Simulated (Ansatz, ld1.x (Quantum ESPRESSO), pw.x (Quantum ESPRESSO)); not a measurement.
What a changed setting does to a pw.x run (sc Sn)

Potential: PAW, ld1.x (Quantum ESPRESSO) 7.5, PBE; core [Kr] 4d10, reference 5s1.5 5p2.5; waves: 5s (bound): rcut 1.95, rcutus 2.30 bohr; 5s channel at -0.3 Ry: rcut 1.95, rcutus 2.30 bohr; 5p (bound): rcut 2.50, rcutus 2.85 bohr; 5p channel at 0.1 Ry: rcut 2.50, rcutus 2.85 bohr; 5d channel at 0.15 Ry: rcut 2.45, rcutus 3.00 bohr; 5d channel at 2.75 Ry: rcut 2.45, rcutus 3.00 bohr; local part: all-electron potential smoothed inside 2.20 bohr (lloc = -1); core correction: Bessel-smoothed model core inside 1.15 bohr; augmentation: PSQ, inside the norm-conserving radii.

The reference run (k-mesh 11³, cutoffs 40/320 Ry, Fermi–Dirac 0.01 Ry, mixing_beta 0.4, conv_thr 1e-9, no spin) gives -0.04 GPa at 29.850 Å³/atom, where all-electron LAPW gives -0.40 GPa. This run, with its own iteration cap, changes ecutwfc to 5, a wrong or extreme entry chosen on purpose.

```
&control
  calculation='scf', prefix='x', pseudo_dir='./', outdir='./tmp', tstress=.true., disk_io='none'
/
&system
  ibrav=0, nat=1, ntyp=1, ecutwfc=5, ecutrho=320, nbnd=9,
  occupations='smearing', smearing='fd', degauss=0.01
/
&electrons
  conv_thr=1e-09, mixing_beta=0.4, electron_maxstep=70
/
ATOMIC_SPECIES
Sn 1.0 Sn.UPF
CELL_PARAMETERS angstrom
  3.10204513 0.00000000 0.00000000
  0.00000000 3.10204513 0.00000000
  0.00000000 0.00000000 3.10204513
ATOMIC_POSITIONS crystal
Sn 0.0000 0.0000 0.0000
K_POINTS automatic
11 11 11 0 0 0
```

```bash
pw.x < Sn.scf.in > Sn.scf.out
```

Problem. How does the run end?

Solution. It converges in 6 iterations; the free energy moves by +111.0 meV/atom and the pressure by -1.06 GPa. The result is not a property of the crystal.

```
Message from routine setup:
     using ibrav=0 with symmetry is DISCOURAGED, use correct ibrav instead
     lattice parameter (alat)  =       5.8620  a.u.
     unit-cell volume          =     201.4378 (a.u.)^3
     number of electrons       =         4.00
     number of Kohn-Sham states=            9
     kinetic-energy cutoff     =       5.0000  Ry
     charge density cutoff     =     320.0000  Ry
     scf convergence threshold =      1.0E-09
     Exchange-correlation= SLA  PW   PBX  PBC
     number of k points=    56  Fermi-Dirac smearing, width (Ry)=  0.0100
     iteration #  1     ecut=     5.00 Ry     beta= 0.40
     total energy              =    -333.90322493 Ry
     estimated scf accuracy    <       0.00222833 Ry
     iteration #  2     ecut=     5.00 Ry     beta= 0.40
     total energy              =    -333.90349972 Ry
     estimated scf accuracy    <       0.00076443 Ry
     iteration #  3     ecut=     5.00 Ry     beta= 0.40
     total energy              =    -333.90352418 Ry
     estimated scf accuracy    <       0.00000542 Ry
     iteration #  4     ecut=     5.00 Ry     beta= 0.40
     total energy              =    -333.90352578 Ry
     estimated scf accuracy    <       0.00000011 Ry
     iteration #  5     ecut=     5.00 Ry     beta= 0.40
     total energy              =    -333.90352622 Ry
     estimated scf accuracy    <       0.00000001 Ry
     iteration #  6     ecut=     5.00 Ry     beta= 0.40
     the Fermi energy is     5.2900 ev
!    total energy              =    -333.90352646 Ry
     estimated scf accuracy    <          2.8E-10 Ry
     smearing contrib. (-TS)   =      -0.00304450 Ry
     The total energy is F=E-TS. E is the sum of the following terms:
     one-electron contribution =       3.53601631 Ry
     hartree contribution      =       0.15598021 Ry
     xc contribution           =     -58.73234314 Ry
     ewald contribution        =      -7.74422346 Ry
     one-center paw contrib.   =    -271.11591188 Ry
     convergence has been achieved in   6 iterations
          total   stress  (Ry/bohr**3)                   (kbar)     P=      -11.03
     Message from routine punch:
     Nothing written, as per user request (disk_io='none')
```

The run took about 3.9 s on one core of a shared host (Neoverse-V1, 32 threads, 247 GiB, load 19).
